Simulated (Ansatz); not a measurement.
## SrO: H interstitial

Level of theory: Ansatz 0.2.0, DFT PBE, scalar-relativistic, plane waves, PAW. Settings: 420 eV cutoff, 2×2×2 k-mesh, shifted by half a step, Gaussian smearing of 0.01 eV, collinear spin in charge 0 alone.

Host crystal, relaxed:

```
Sr O
1.0
     0.00000    2.59745    2.59745
     2.59745    0.00000    2.59745
     2.59745    2.59745    0.00000
Sr O
1 1
Cartesian
  2.5975 2.5975 2.5975
  0.0000 0.0000 0.0000
```

Supercell of 32 atoms, rows in host cell vectors: -3 1 1; 1 -3 1; 1 1 1. Atoms relax at the host's cell, keeping the symmetry that the supercell leaves at the site. The cell is small, so energies carry finite-size errors of tenths of an eV. The host's Kohn–Sham gap is 3.33 eV. Atoms are taken from and returned to the elements' standard states.

Defect: H interstitial at (0.250, 0.250, 0.250) of the host cell.

Q: What is the formation energy of the neutral defect?

A: 2.39 eV.

Q: Does the neutral defect carry a moment, and how do its surroundings relax?

A: It changes the cell's moment by 1.00 μB. The nearest neighbours before are 4 O at 2.25 Å, 4 Sr at 2.25 Å; after relaxation the atoms near the site are 4 Sr at 2.28 Å, 4 O at 2.33 Å; the largest move is 0.08 Å.